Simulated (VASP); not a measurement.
AlN, 2 atoms in the cell. Symmetry: Fm-3m, No. 225, cubic system. Conventional cell: a = 4.068 Å, b = 4.068 Å, c = 4.068 Å, α = 90.00°, β = 90.00°, γ = 90.00°. Al (site symmetry m-3m) is surrounded by 6 N at 2.03 Å. N (site symmetry m-3m) has 6 Al at 2.03 Å as nearest neighbours. Measurements of this composition are mostly on another form, of space group No. 186.

* Program: VASP 6.6.1
* Task: band structure
* Functional: PBE
* Potentials or basis: VASP PAW PBE potentials, release 64 (Al, N)
* Cutoff: 520 eV
* k mesh: 12 × 12 × 12
* Occupations: gaussian, width 0.03 eV
* Spin: no spin polarisation
* Further INCAR settings: ALGO = Normal; EDIFF = 1e-07; NBANDS = 11

Potentials or basis: VASP PAW PBE potentials, release 64 (Al, N).

The run is started by

```console
$ cat potpaw_PBE.64/Al/POTCAR potpaw_PBE.64/N/POTCAR > POTCAR
$ mpirun -np 1 vasp_std > vasp.out
```

Hardware: 1 thread of Intel(R) Xeon(R) 6975P-C (Granite Rapids), with other jobs on the host.

Problem. Estimate the wall time of this run.

Solution. It took 12 s on 1 thread of Intel(R) Xeon(R) 6975P-C (Granite Rapids) (shared host), peak memory 0.15 GiB. Counts: scf iterations 37, k points 72.
